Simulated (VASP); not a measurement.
Ta2C, 3 atoms in the cell. It takes space group P-3m1 (No. 164, trigonal). The conventional cell has a = 3.106 Å, b = 3.106 Å, c = 4.946 Å, α = 90.00°, β = 90.00°, γ = 120.00°. Ta (site symmetry 3m) has 3 C at 2.18 Å as nearest neighbours. C (site symmetry -3m) has 6 Ta at 2.18 Å as nearest neighbours. 

```yaml
Program: VASP 6.6.1
Task: single point
Functional: PBEsol
Potentials_or_basis: VASP PAW PBE potentials, release 64 (Ta_pv, C)
Cutoff: 520 eV
k_mesh: 15 × 15 × 8
Occupations: gaussian, width 0.1 eV
Spin: no spin polarisation
Dipole_correction: no
Further_INCAR_settings: ALGO = Fast; EDIFF = 1e-06; NBANDS = 20
```

Potentials or basis: VASP PAW PBE potentials, release 64 (Ta_pv, C).

Command:

```sh
$ cat potpaw_PBE.64/Ta_pv/POTCAR potpaw_PBE.64/C/POTCAR > POTCAR
$ mpirun -np 1 vasp_std > vasp.out
```

Hardware: 1 thread of Intel(R) Xeon(R) 6975P-C (Granite Rapids) (shared host).

Problem. How long does it take, and how much memory?

Solution. It took 58 s on 1 thread of Intel(R) Xeon(R) 6975P-C (Granite Rapids), on a shared host, peak memory 0.26 GiB. Counts: scf iterations 15, k points 192.
